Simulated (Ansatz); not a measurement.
# A vibration from a frozen displacement in Sn3Se

Theory: DFT PBEsol, scalar-relativistic, plane waves, PAW in Ansatz 0.2.0. The runs took a 420 eV cutoff, a Γ-centred 10×10×10 mesh and Gaussian smearing (0.15 eV). No spin polarisation. Energies are free energies at this smearing, counted from the undisturbed cell; pressure is positive in compression.

The undisturbed cell (relaxed at this level; it needn't be the usual structure):

```
CELL_PARAMETERS angstrom
4.65961 0.00000 0.00000
0.00000 4.65961 0.00000
0.00000 0.00000 4.65961
ATOMIC_POSITIONS crystal
Sn 0.00000 0.50000 0.50000
Sn 0.50000 0.00000 0.50000
Sn 0.50000 0.50000 0.00000
Se 0.00000 0.00000 0.00000
```

Every Sn atom is moved by x along the Cartesian unit vector (0.000, 1.000, 0.000); the cell and all other atoms stay fixed. The cell's volume is 101.17 Å³; the moved atoms weigh 356.130 u together and the others 78.971 u. Some rows repeat others by symmetry and weren't run.

| x (Å) | ΔE (meV/cell) | total force on the moved atoms along the move (eV/Å) | pressure (GPa) |
| --- | --- | --- | --- |
| -0.5000 | 42.25 | 0.2528 | 1.4469 |
| -0.4375 | 28.61 | 0.1866 | 1.0895 |
| -0.3750 | 18.62 | 0.1349 | 0.7866 |
| -0.2500 | 6.69 | 0.0629 | 0.3325 |
| -0.1250 | 1.47 | 0.0245 | 0.0607 |
| 0.0000 | 0.00 | 0.0000 | -0.0307 |
| 0.1250 | 1.47 | -0.0245 | 0.0607 |
| 0.2500 | 6.69 | -0.0629 | 0.3325 |
| 0.3750 | 18.62 | -0.1349 | 0.7866 |
| 0.4375 | 28.61 | -0.1866 | 1.0895 |
| 0.5000 | 42.25 | -0.2528 | 1.4469 |

What frequency belongs to this motion?

The force constant is k = −dF/dx = 0.196 eV/Å², from the parabola through x = -0.1250, 0 and 0.1250. In every cell the moved atoms swing against the rest, so the mass is μ = m₁m₂/(m₁ + m₂) = 64.638 u, and ν̃ = 521.5 cm⁻¹ × √(|k|/μ) = 29 cm⁻¹. The pattern needn't be a normal mode: ν̃² is then a weighted mean of the squared nonzero frequencies at the zone centre of this cell, so it lies between the lowest and the highest of them.

How far does the harmonic law reach?

At x = -0.500 Å, kx²/2 = 24.50 meV against the computed 42.25 meV (+72.4 %): the well stiffens in this direction at large amplitude.

In a metal these slopes depend on the k mesh and the smearing.

Cost: 6 runs of about 6.9 core-minutes in all, on Intel Xeon Processor @ 2.50GHz (Skylake/Cascade Lake) (shared hosts).